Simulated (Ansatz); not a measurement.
## WC: single point with PBE

The system is WC.

```
CELL_PARAMETERS angstrom
0.00000 2.19268 2.19268
2.19268 0.00000 2.19268
2.19268 2.19268 0.00000
ATOMIC_POSITIONS crystal
W 0.00000 0.00000 0.00000
C 0.50000 0.50000 0.50000
```

Measurements of this composition are mostly on another form, of space group No. 187.

```yaml
Program: Ansatz 0.2.0
Task: single point
Functional: PBE
Potentials_or_basis: Ansatz PAW
Cutoff: "420 eV (not typed: the program's choice for these potentials)"
k_mesh: 10 × 10 × 10
Occupations: gaussian, width 0.03 eV
Spin: no spin polarisation
```

* Pressure: -1.5 GPa
* Band gap on the k mesh: none (metal or under the smearing width)

Levels at points of the mesh, in eV from the Fermi level:
| k point | band 6 | band 7 | band 8 | band 9 | band 10 | band 11 | band 12 | band 13 |
| --- | --- | --- | --- | --- | --- | --- | --- | --- |
| (0.00, 0.00, 0.00) | -2.83 | -2.83 | -2.83 | -1.15 | -1.15 | -1.15 | -1.04 | -1.04 |
| (0.00, 0.00, -0.50) | -9.87 | -6.67 | -6.67 | 0.96 | 0.96 | 2.24 | 4.84 | 8.68 |
| (0.00, -0.50, -0.50) | -5.84 | -5.67 | -2.58 | -2.58 | 0.77 | 2.18 | 2.18 | 5.36 |

It took 1.1 s on 2 threads of Arm Neoverse V1, with other jobs on the host, peak memory 0.28 GiB.

Caveat: the pressure holds a Pulay correction of +0.3 GPa for the finite cutoff. Spin-orbit coupling is left out, which matters for the levels of W.
